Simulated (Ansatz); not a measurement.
LiH:

```
Li H
1.0
     0.00000    2.03675    2.03675
     2.03675    0.00000    2.03675
     2.03675    2.03675    0.00000
Li H
1 1
Direct
  0.00000 0.00000 0.00000
  0.50000 0.50000 0.50000
```

Program: Ansatz 0.2.0. Alike in all runs: no spin polarisation; cell as given.

Question: Order these runs on this cell by their pressure, lowest first.
A. level SVWN5; potentials or basis JTH PAW LDA; k mesh 11 × 11 × 11; cutoff (eV) 1200; smearing gaussian 0.05 eV; mesh quality not flagged
B. level RPBE; potentials or basis Ansatz PAW; k mesh 6 × 6 × 6; cutoff (eV) 420; smearing fermi-dirac 0.05 eV; mesh quality coarse
C. level revPBE0+D3(BJ); potentials or basis Ansatz NC; k mesh 6 × 6 × 6; cutoff (eV) 1034; smearing fixed; mesh quality coarse
D. level PBEsol; potentials or basis Ansatz PAW; k mesh 10 × 10 × 10; cutoff (eV) 420; smearing fixed; level pbesol; run kind scf; mesh quality not flagged

Answer: C (-6.4 GPa), A (-4.0 GPa), D (-2.3 GPa), B (-0.1 GPa).

Caveats: some runs use coarse meshes; the density of states is complete only up to the lowest level of the last band computed (some runs); the PAW data sets come from PBE, with cores solved anew for the run's functional, which leaves a small shift of forces and pressure (some runs); the potentials were made for another functional, which shifts forces and pressure (some runs).

Not every run made on this cell is shown here.
